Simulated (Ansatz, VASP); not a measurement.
Two plane-wave programs on B2P3

File INCAR:

```
PREC     = Accurate       # precision mode
ENCUT    = 600            # plane-wave cutoff, eV
EDIFF    = 1E-6           # SCF threshold, eV
ISMEAR   = 0              # smearing method
SIGMA    = 0.2            # smearing width, eV
LREAL    = False          # projectors in reciprocal space
LASPH    = True           # aspherical terms in the spheres
NELM     = 100            # most SCF steps
ALGO     = Normal         # electronic algorithm
ISIF     = 3              # what is computed and relaxed
LWAVE    = False          # write WAVECAR
LCHARG   = False          # write CHGCAR
GGA      = PE             # functional
IBRION   = 2              # ionic algorithm
NSW      = 36             # ionic steps
EDIFFG   = -0.08          # ionic threshold
```

Contents of KPOINTS:

```
regular mesh
0
Gamma
  6 6 1
```

File POSCAR:

```
B2P3
1.0
    3.2500000000      0.0000000000      0.0000000000
   -1.6250000000      2.8145825600      0.0000000000
    0.0000000000      0.0000000000     15.3000000000
B P
4 6
Direct
    0.3333333300      0.6666666700      0.1680000000
    0.0000000000      0.0000000000      0.3390000000
    0.6666666700      0.3333333300      0.8320000000
    0.0000000000      0.0000000000      0.6610000000
    0.3333333300      0.6666666700      0.0390000000
    0.0000000000      0.0000000000      0.2100000000
    0.6666666700      0.3333333300      0.3820000000
    0.6666666700      0.3333333300      0.9610000000
    0.0000000000      0.0000000000      0.7900000000
    0.3333333300      0.6666666700      0.6180000000
```

Input for Ansatz:

```yaml
crystal:
  lattice:
    - [3.25, 0.0, 0.0]
    - [-1.625, 2.81458256, 0.0]
    - [0.0, 0.0, 15.3]
  atoms:
    - { symbol: B, position: [0.33333333, 0.66666667, 0.168] }
    - { symbol: B, position: [0.0, 0.0, 0.339] }
    - { symbol: B, position: [0.66666667, 0.33333333, 0.832] }
    - { symbol: B, position: [0.0, 0.0, 0.661] }
    - { symbol: P, position: [0.33333333, 0.66666667, 0.039] }
    - { symbol: P, position: [0.0, 0.0, 0.21] }
    - { symbol: P, position: [0.66666667, 0.33333333, 0.382] }
    - { symbol: P, position: [0.66666667, 0.33333333, 0.961] }
    - { symbol: P, position: [0.0, 0.0, 0.79] }
    - { symbol: P, position: [0.33333333, 0.66666667, 0.618] }
basis:
  ecutwfc: 420
kpoints:
  mp_grid: { grid: [6, 6, 1] }
hamiltonian:
  xc: pbe
scf:
  occupations: { method: gaussian, width: 0.2 }
  lower_state_search: "off"
output:
  forces: true
  stress: true
  eigenvalues: true
relax:
  adjacent_minimum: "off"
  f_tol: 0.08
  max_steps: 16
  cell: { stress_tol: 0.8 }
```

Alike in both runs: task relaxation of cell and atoms; functional PBE; k mesh 6 × 6 × 1; occupations gaussian, width 0.2 eV; no spin polarisation.

|  | VASP | Ansatz |
| --- | --- | --- |
| version | VASP 6.6.1 | Ansatz 0.2.0 |
| potentials or method | VASP PAW PBE potentials, release 64 (B, P) | scalar-relativistic, plane waves, PAW |
| plane-wave cutoff (eV) | 600 | 420 |
| valence electrons in the cell | 42 | 42 |

VASP gave:

* gap on the k mesh at the Fermi level, each at its own relaxed structure (eV): none
* relaxed volume (Å³/atom): 12.74
* relaxed cell length with the largest relative difference (Å): 3.240
* energy change over the relaxation (meV/atom): -47

Which values does Ansatz return?

gap on the k mesh at the Fermi level, each at its own relaxed structure (eV): none; relaxed volume (Å³/atom): 12.72; relaxed cell length with the largest relative difference (Å): 3.237; energy change over the relaxation (meV/atom): -47.

A gap of «none» marks a metal or a gap that the smearing closes.

Caveats: the k mesh is coarse (spacing up to 0.41 Å⁻¹), so the values aren't converged; this functional lacks dispersion, which binds the layers, so the pressure and a relaxed spacing across them are unreliable.
